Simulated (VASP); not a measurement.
## VASP 6.6.1, PBE single-point calculation, NaH (strained measured structure)

INCAR

```
LELF = .TRUE.
LASPH = .TRUE.
ISIF = 2
ISMEAR = -1
NSW = 0
LCHARG = .TRUE.
IBRION = -1
ENCUT = 520
EDIFF = 1E-7
SIGMA = 0.02
PREC = Accurate
LWAVE = .FALSE.
NELM = 120
NBANDS = 11
GGA = PE
LREAL = .FALSE.
```

KPOINTS

```
KPOINTS created by Atomic Simulation Environment
0
Gamma
10 10 10
0 0 0
```

KPOINTS_OPT

```
special points
8
Reciprocal
0.0000000000 0.0000000000 0.0000000000 1
0.5000000000 0.0000000000 0.5000000000 1
0.6250000000 0.2500000000 0.6250000000 1
0.3750000000 0.3750000000 0.7500000000 1
0.5000000000 0.5000000000 0.5000000000 1
0.5000000000 0.2500000000 0.7500000000 1
0.2500000000 -0.5000000000 -0.2500000000 1
0.0000000000 0.0000000000 0.5000000000 1
```

POSCAR

```
Na H
 1.0000000000000000
     0.0000000000000000    2.5202642382999998    2.5202642382999998
     2.5202642382999998    0.0000000000000000    2.5202642382999998
     2.5202642382999998    2.5202642382999998    0.0000000000000000
 Na  H
   1   1
Cartesian
  0.0000000000000000  0.0000000000000000  0.0000000000000000
  2.5202642382999998  2.5202642382999998  2.5202642382999998
```

VASP ran with the recommended PBE PAW datasets (8 valence electrons in the cell).

Command

```
mpirun -np 1 vasp_std
```

From OUTCAR

```
k-points           NKPTS =     47   k-points in BZ     NKDIM =     47   number of bands    NBANDS=     11

   NELECT =       8.0000    total number of electrons

   dimension x,y,z NGX =    28 NGY =   28 NGZ =   28
   dimension x,y,z NGXF=    56 NGYF=   56 NGZF=   56

  energy-cutoff  :      520.00
  volume of cell :       32.02
      direct lattice vectors                 reciprocal lattice vectors
     0.000000000  2.520264238  2.520264238    -0.198391896  0.198391896  0.198391896
     2.520264238  0.000000000  2.520264238     0.198391896 -0.198391896  0.198391896
     2.520264238  2.520264238  0.000000000     0.198391896  0.198391896 -0.198391896

 k-points in reciprocal lattice and weights: KPOINTS created by Atomic Simulation Env
   0.00000000  0.00000000  0.00000000       0.001
   0.10000000  0.00000000  0.00000000       0.008
   0.20000000  0.00000000  0.00000000       0.008
   0.30000000  0.00000000  0.00000000       0.008
   0.40000000  0.00000000  0.00000000       0.008
   0.50000000  0.00000000  0.00000000       0.004
   0.10000000  0.10000000  0.00000000       0.006
   0.20000000  0.10000000  0.00000000       0.024
   ...

 E-fermi :  -1.0951

 k-point     1 :       0.0000    0.0000    0.0000
  band No.  band energies     occupation
      1     -23.8222      2.00000
      2     -23.8222      2.00000
      3     -23.8222      2.00000
      4      -4.7577      2.00000
      5       7.8731      0.00000
      6      13.2018      0.00000
      7      13.2018      0.00000
      8      13.2018      0.00000
      9      13.7709      0.00000
     10      13.7709      0.00000
     11      13.7709      0.00000

 k-point     2 :       0.1000    0.0000    0.0000
  band No.  band energies     occupation
      1     -23.8280      2.00000
      2     -23.8230      2.00000
      3     -23.8230      2.00000
      4      -4.6023      2.00000
      5       7.4075      0.00000
      6      11.1463      0.00000
      7      12.5419      0.00000
      8      12.5419      0.00000
      9      14.6047      0.00000
     10      14.6048      0.00000
     11      14.6841      0.00000

 k-point     3 :       0.2000    0.0000    0.0000
  band No.  band energies     occupation
      1     -23.8431      2.00000
      2     -23.8248      2.00000
      3     -23.8248      2.00000
      4      -4.1504      2.00000
      5       6.0461      0.00000
      6       9.6434      0.00000
      7      11.8912      0.00000
      8      11.8912      0.00000
      9      15.0743      0.00000
     10      15.0743      0.00000
     11      15.5387      0.00000

 k-point     4 :       0.3000    0.0000    0.0000
  band No.  band energies     occupation
      1     -23.8615      2.00000
      2     -23.8272      2.00000
      3     -23.8272      2.00000
      4      -3.4572      2.00000
      5       4.2747      0.00000
      6       8.9072      0.00000
      7      11.4539      0.00000
      8      11.4539      0.00000
      9      14.3716      0.00000
     10      14.3716      0.00000
     11      16.0714      0.00000

 k-point     5 :       0.4000    0.0000    0.0000
  band No.  band energies     occupation
      1     -23.8764      2.00000
      2     -23.8291      2.00000
      3     -23.8291      2.00000
      4      -2.6819      2.00000
      5       2.7421      0.00000
      6       8.5643      0.00000
      7      11.2127      0.00000
      8      11.2127      0.00000
      9      13.7904      0.00000
     10      13.7904      0.00000
     11      15.9925      0.00000

 k-point     6 :       0.5000    0.0000    0.0000
  band No.  band energies     occupation
      1     -23.8820      2.00000
      2     -23.8298      2.00000
      3     -23.8298      2.00000
      4      -2.2740      2.00000
      5       2.0706      0.00000
      6       8.4620      0.00000
      7      11.1374      0.00000
      8      11.1374      0.00000
      9      13.5840      0.00000
     10      13.5840      0.00000
     11      15.8852      0.00000

 k-point     7 :       0.1000    0.1000    0.0000
  band No.  band energies     occupation
      1     -23.8279      2.00000
      2     -23.8242      2.00000
      3     -23.8242      2.00000
      4      -4.5511      2.00000
      5       7.3190      0.00000
      6      11.6167      0.00000
      7      11.6167      0.00000
      8      11.7658      0.00000
      9      14.2193      0.00000
     10      15.8009      0.00000
     11      15.8009      0.00000

 k-point     8 :       0.2000    0.1000    0.0000
  band No.  band energies     occupation
      1     -23.8390      2.00000
      2     -23.8265      2.00000
      3     -23.8256      2.00000
      4      -4.1998      2.00000
      5       6.4127      0.00000
      6       9.6625      0.00000
      7      10.9430      0.00000
      8      12.5040      0.00000
      9      13.7510      0.00000
     10      15.2877      0.00000
     11      16.7316      0.00000

 k-point     9 :       0.3000    0.1000    0.0000
  band No.  band energies     occupation
      1     -23.8557      2.00000
      2     -23.8290      2.00000
      3     -23.8279      2.00000
      4      -3.5876      2.00000
      5       4.8822      0.00000
      6       8.4773      0.00000
      7      10.5393      0.00000
      8      12.7150      0.00000
      9      13.1502      0.00000
     10      15.6835      0.00000
     11      16.0230      0.00000

 k-point    10 :       0.4000    0.1000    0.0000
  band No.  band energies     occupation
      1     -23.8711      2.00000
      2     -23.8308      2.00000
      3     -23.8308      2.00000
      4      -2.8270      2.00000
      5       3.3009      0.00000
      6       7.8754      0.00000
      7      10.4093      0.00000
      8      11.9192      0.00000
      9      13.2629      0.00000
     10      15.1262      0.00000
     11      16.9114      0.00000

 k-point    11 :       0.5000    0.1000    0.0000
  band No.  band energies     occupation
      1     -23.8794      2.00000
      2     -23.8331      2.00000
      3     -23.8310      2.00000
      4      -2.2432      2.00000
      5       2.3062      0.00000
      6       7.5856      0.00000
      7      10.5529      0.00000
      8      11.4231      0.00000
      9      13.3787      0.00000
     10      14.4903      0.00000
     11      17.1694      0.00000

 k-point    12 :      -0.4000    0.1000    0.0000
  band No.  band energies     occupation
      1     -23.8775      2.00000
      2     -23.8339      2.00000
      3     -23.8298      2.00000
      4      -2.3824      2.00000
      5       2.5322      0.00000
      6       7.5288      0.00000
      7      10.9664      0.00000
      8      11.2236      0.00000
      9      13.7207      0.00000
     10      14.1469      0.00000
     11      17.2313      0.00000

 k-point    13 :      -0.3000    0.1000    0.0000
  band No.  band energies     occupation
      1     -23.8663      2.00000
      2     -23.8328      2.00000
      3     -23.8275      2.00000
      4      -3.0839      2.00000
      5       3.8022      0.00000
      6       7.7395      0.00000
      7      11.2602      0.00000
      8      11.6327      0.00000
      9      14.0892      0.00000
     10      14.3523      0.00000
     11      17.0246      0.00000

 k-point    14 :      -0.2000    0.1000    0.0000
  band No.  band energies     occupation
      1     -23.8501      2.00000
      2     -23.8301      2.00000
      3     -23.8250      2.00000
      4      -3.8158      2.00000
      5       5.4262      0.00000
      6       8.3784      0.00000
      7      11.4556      0.00000
      8      12.5060      0.00000
      9      14.1780      0.00000
     10      15.0380      0.00000
     11      16.2097      0.00000

 k-point    15 :      -0.1000    0.1000    0.0000
  band No.  band energies     occupation
      1     -23.8354      2.00000
      2     -23.8263      2.00000
      3     -23.8232      2.00000
      4      -4.3485      2.00000
      5       6.7463      0.00000
      6       9.7517      0.00000
      7      11.7134      0.00000
      8      13.4595      0.00000
      9      13.6699      0.00000
     10      14.6652      0.00000
     11      16.0670      0.00000

 k-point    16 :       0.2000    0.2000    0.0000
  band No.  band energies     occupation
      1     -23.8421      2.00000
      2     -23.8294      2.00000
      3     -23.8294      2.00000
      4      -3.9583      2.00000
      5       6.0852      0.00000
      6      10.1798      0.00000
      7      10.2119      0.00000
      8      10.2119      0.00000
      9      13.0911      0.00000
     10      15.8600      0.00000
     11      18.5243      0.00000

 ...

  Total       -0.4734228     -0.4734228     -0.4734228     -0.0000000      0.0000000     -0.0000000
  in kB      -23.6914432    -23.6914432    -23.6914432     -0.0000000      0.0000000     -0.0000000
  external PRESSURE =     -23.6914432 kB  Pullay stress =       0.0000000 kB

 POSITION                                       TOTAL-FORCE (eV/Angst)
 -----------------------------------------------------------------------------------
      0.00000      0.00000      0.00000         0.000000      0.000000      0.000000
      2.52026      2.52026      2.52026        -0.000000     -0.000000     -0.000000
 -----------------------------------------------------------------------------------
    total drift:                               -0.000000     -0.000000     -0.000000

  FREE ENERGIE OF THE ION-ELECTRON SYSTEM (eV)
  ---------------------------------------------------
  free  energy   TOTEN  =        -5.0577394072 eV

  energy  without entropy=       -5.0577394072  energy(sigma->0) =       -5.05773941
```

| Property | Result |
| --- | --- |
| gap between bands v and c | 3.56 eV |
| least direct gap | 4.34 eV |
| pressure | -2.4 GPa |

Band v is the last that the valence electrons fill when counted band by band, and c is the next.

The run took about 13 s on one core of a shared host (Intel Xeon Platinum 8488C) and held 0.16 GiB at most.
